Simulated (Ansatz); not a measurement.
**Crystal structures of potassium under RPBE**

Level of theory: Ansatz 0.2.0, DFT, RPBE, plane waves (420 eV) with PAW, scalar-relativistic. (PAW data from PBE, frozen cores regenerated.)

Each structure is relaxed within its own symmetry, so a high-lying one may be dynamically unstable.

```csv
structure,ΔE (meV/atom),V (Å³/atom),cell,magnetic state
dhcp,-1,80.76,"a = 4.853 Å, c = 15.837 Å (c/a = 3.263)",spin not included
hcp,0,80.78,"a = 4.854 Å, c = 7.918 Å (c/a = 1.631)",spin not included
bcc,0,80.41,a = 5.438 Å,spin not included
fcc,1,81.11,a = 6.871 Å,spin not included
A15,9,81.60,a = 8.675 Å,spin not included
omega (AlB2-type),10,81.28,"a = 7.797 Å, c = 4.632 Å (c/a = 0.594)",spin not included
simple cubic,102,86.47,a = 4.422 Å,spin not included
diamond,288,123.80,a = 9.968 Å,spin not included
```

ΔE counts from bcc.

Differences under about 8 meV lie within the error of the k-point mesh.
